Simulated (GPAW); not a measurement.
Runs of GPAW 26.7.0 on MgB2. It takes space group P6/mmm (No. 191, hexagonal). Conventional cell: a = 3.085 Å, b = 3.085 Å, c = 3.523 Å, α = 90.00°, β = 90.00°, γ = 120.00°. Around Mg (site symmetry 6/mmm) lie 12 B at 2.51 Å. Around B (site symmetry -6m2) lie 3 B at 1.78 Å. 

```csv
level,potentials or basis,pressure (GPa)
SCAN,"GPAW PAW data sets (gpaw-data 1.2.1), pw",(b)
RPBE,"the program's PAW data sets (release 1.2.1) made for this functional, pw",2.0
PW91,"PAW data sets generated in the run's folder for this functional, pw",-1.4
AM05,"PAW data sets generated in the run's folder for this functional, pw",-3.5
revPBE,"the program's PAW data sets (release 1.2.1) made for this functional, pw",(a)
LDA,"the program's PAW data sets (release 1.2.1) made for this functional, pw",-7.8
```

Alike in all rows: task band structure; no spin polarisation; cell as given; k mesh 7 × 7 × 6; cutoff (eV) 800; smearing fermi-dirac 0.05 eV.

Question: Fill in the values left out.

Answer: (a) 1.4; (b) -3.0.

Caveats: the PAW data sets were made with another functional, which shifts forces and pressure a little (some runs).

Runs at the PBE level aren't shown here.
